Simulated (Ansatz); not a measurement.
The calculation used DFT PBE, scalar-relativistic, plane waves, PAW in Ansatz 0.2.0. Settings: cutoff 420 eV, Γ-centred meshes spaced at most about 0.3 Å⁻¹, and about 0.25 Å⁻¹ or finer for metals (2π included), Gaussian smearing. No spin polarisation.

Temperature and zero-point effects are left out.

Two relaxed structures of InGa3P4:

A.

```cif
data_structure
_symmetry_space_group_name_H-M 'Cmmm'
_symmetry_Int_Tables_number 65
_cell_length_a 7.4490
_cell_length_b 10.5355
_cell_length_c 3.7106
_cell_angle_alpha 90.000
_cell_angle_beta 90.000
_cell_angle_gamma 90.000
_cell_volume 291.20
loop_
_atom_site_label
_atom_site_type_symbol
_atom_site_symmetry_multiplicity
_atom_site_Wyckoff_symbol
_atom_site_fract_x
_atom_site_fract_y
_atom_site_fract_z
_atom_site_occupancy
In1 In 2 d 0.00000 0.00000 0.50000 1
Ga1 Ga 4 e 0.25000 0.25000 0.00000 1
Ga2 Ga 2 c 0.50000 0.00000 0.50000 1
P1 P 4 g 0.73425 0.00000 0.00000 1
P2 P 4 j 0.50000 0.75717 0.50000 1
```

B.

```cif
data_structure
_symmetry_space_group_name_H-M 'P-4m2'
_symmetry_Int_Tables_number 115
_cell_length_a 3.9654
_cell_length_b 3.9654
_cell_length_c 11.2880
_cell_angle_alpha 90.000
_cell_angle_beta 90.000
_cell_angle_gamma 90.000
_cell_volume 177.49
loop_
_atom_site_label
_atom_site_type_symbol
_atom_site_symmetry_multiplicity
_atom_site_Wyckoff_symbol
_atom_site_fract_x
_atom_site_fract_y
_atom_site_fract_z
_atom_site_occupancy
In1 In 1 b 0.50000 0.50000 0.00000 1
Ga1 Ga 2 e 0.00000 0.00000 0.74024 1
Ga2 Ga 1 c 0.50000 0.50000 0.50000 1
P1 P 2 g 0.50000 0.00000 0.85914 1
P2 P 2 g 0.50000 0.00000 0.37995 1
```

Task: Which would you expect to be lower, and how large is the difference?

Result: B is lower, by 0.37 eV/atom. A has In and Ga ordered on rock salt sites, space group Cmmm (No. 65), 18.2 Å³/atom and no gap on its mesh; B has In and Ga ordered on zinc blende sites, space group P-4m2 (No. 115), 22.2 Å³/atom and a gap of 1.11 eV. Counting P atoms around Ga and In (those within 1.25 times the shortest such distance or 1.15 times the sum of covalent radii), A has In 6, Ga 6 and B has In 4, Ga 4. The lower one is the more open, so pressure narrows the difference. Both come from invented guesses.

Kohn–Sham gaps at this level usually fall short of measured ones. Cells relaxed within their symmetry can be saddle points.
